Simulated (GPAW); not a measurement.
PbS:

```
CELL_PARAMETERS angstrom
3.65366 0.00000 0.00000
0.00000 3.65366 0.00000
0.00000 0.00000 3.65366
ATOMIC_POSITIONS crystal
Pb 0.00000 0.00000 0.00000
S 0.50000 0.50000 0.50000
```

Measurements of this composition are mostly on another form, of space group No. 225.

Base run:

```yaml
Program: GPAW 26.7.0
Functional: PBE
Potentials_or_basis: GPAW PAW data sets (gpaw-data 1.2.1)
Cutoff: 600 eV
Basis: pw
k_mesh: 7 × 7 × 7
Occupations: fermi-dirac, width 0.05 eV
Spin: no spin polarisation
```

Its results: pressure -0.3 GPa.

Question: The run is repeated on the same cell with these changes: functional from PBE to r2SCAN. What comes out?

Answer: Pressure -0.9 GPa.

Caveats: the PAW data sets were made with another functional, which shifts forces and pressure a little (some runs).
